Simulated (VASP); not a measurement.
Wanted: the native input for a VASP 6.6.1 run.

```yaml
Task: relaxation of cell and atoms
Functional: PBE
Potentials_or_basis: VASP PAW PBE potentials, release 64 (Zr_sv, N)
Cutoff: 520 eV
k_mesh: 6 × 6 × 6
Occupations: gaussian, width 0.1 eV
Spin: no spin polarisation
Further_INCAR_settings: ALGO = Normal; EDIFF = 1e-06; IBRION = 2; EDIFFG = -0.01; NSW = 90; ISIF = 3
```

The structure of Zr3N4 lies in POSCAR:

```
Zr3N4
1.0
   -3.3700000000      3.3700000000      3.3700000000
    3.3700000000     -3.3700000000      3.3700000000
    3.3700000000      3.3700000000     -3.3700000000
Zr N
6 8
Direct
    0.2500000000      0.6250000000      0.3750000000
    0.3750000000      0.2500000000      0.6250000000
    0.7500000000      0.8750000000      0.1250000000
    0.1250000000      0.7500000000      0.8750000000
    0.6250000000      0.3750000000      0.2500000000
    0.8750000000      0.1250000000      0.7500000000
    0.1260000000      0.1260000000      0.1260000000
    0.8740000000      0.5000000000      0.0000000000
    0.5000000000      0.0000000000      0.3740000000
    0.0000000000      0.8740000000      0.5000000000
    0.3740000000      0.5000000000      0.0000000000
    0.6260000000      0.6260000000      0.6260000000
    0.0000000000      0.3740000000      0.5000000000
    0.5000000000      0.0000000000      0.8740000000
```

These files were run (other wordings do the same):

INCAR

```
SYSTEM = Zr3N4
PREC = Accurate
ENCUT = 520
EDIFF = 1E-6
ISMEAR = 0
SIGMA = 0.1
LREAL = .False.
LASPH = .True.
NELM = 120
ALGO = Normal
ISIF = 3
LWAVE = .False.
LCHARG = .False.
GGA = PE
IBRION = 2
NSW = 90
EDIFFG = -0.01
KPAR = 8
```

KPOINTS

```
regular mesh
0
Gamma
  6 6 6
  0 0 0
```

Potentials or basis: VASP PAW PBE potentials, release 64 (Zr_sv, N).

Run with:

```sh
$ cat potpaw_PBE.64/Zr_sv/POTCAR potpaw_PBE.64/N/POTCAR > POTCAR
$ mpirun -np 8 vasp_std > vasp.out
```

It gave:

The relaxed volume is 11.15 Å³/atom, the relaxed cell is a = 5.875 Å, b = 5.875 Å, c = 5.875 Å, α = 109.47°, β = 109.47°, γ = 109.47° and the space group after relaxing (to 0.05 Å) is I-43d (No. 220). The energy gained by relaxing is 9.6 meV/atom. The ionic steps are 10. The pressure after relaxing is 0.0 GPa and the band gap on the k mesh is 0.70 eV, direct.

Run time: 4.7 min on 8 MPI ranks on Intel(R) Xeon(R) Platinum 8488C (Sapphire Rapids), on a shared host, peak memory 0.43 GiB a rank.
